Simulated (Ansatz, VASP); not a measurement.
**InSb: VASP beside Ansatz**

File INCAR:

```
PREC = Accurate
ENCUT = 520
EDIFF = 1E-6
ISMEAR = -1
SIGMA = 0.05
LREAL = False
LASPH = True
NELM = 80
ALGO = Normal
ISIF = 2
LWAVE = False
LCHARG = False
GGA = PE
NBANDS = 16
```

File KPOINTS:

```
Automatic mesh
0
Gamma
  9 9 9
```

File POSCAR:

```
InSb
1.0
    0.0000000000      3.2173604188      3.2173604188
    3.2173604188      0.0000000000      3.2173604188
    3.2173604188      3.2173604188      0.0000000000
In Sb
1 1
Direct
    0.0000000000      0.0000000000      0.0000000000
    0.7500000000      0.7500000000      0.7500000000
```

Input for Ansatz:

```yaml
crystal:
  lattice:
    - [0.0, 3.2173604188, 3.2173604188]
    - [3.2173604188, 0.0, 3.2173604188]
    - [3.2173604188, 3.2173604188, 0.0]
  atoms:
    - { symbol: In, position: [0.0, 0.0, 0.0] }
    - { symbol: Sb, position: [0.75, 0.75, 0.75] }
kpoints:
  mp_grid: { grid: [9, 9, 9] }
scf:
  occupations: { method: fermi_dirac, width: 0.05 }
hamiltonian:
  xc: pbe
  pseudopotentials: { kind: all_electron, lapw: { basis_error: 0.00025 } }
output:
  forces: true
  stress: true
  eigenvalues: true
```

Change from the starting cell: volume scaled by 0.98.

Alike in both runs: task single point; functional PBE; k mesh 9 × 9 × 9; occupations fermi-dirac, width 0.05 eV; no spin polarisation.

```csv
,VASP,Ansatz
version,VASP 6.6.1,Ansatz 0.2.0
potentials or method,"VASP PAW PBE potentials, release 64 (In_d, Sb)","all-electron LAPW, scalar-relativistic"
plane-wave cutoff (eV),520,see its input
```

|  | VASP | Ansatz | Ansatz less VASP |
| --- | --- | --- | --- |
| pressure (GPa) | 4.2 | 4.2 | +0.04 |

Ansatz ran all-electron here, so the differences hold the error of VASP's frozen core and of both bases.

The runs have no spin-orbit coupling, so splittings on Sb are missing.
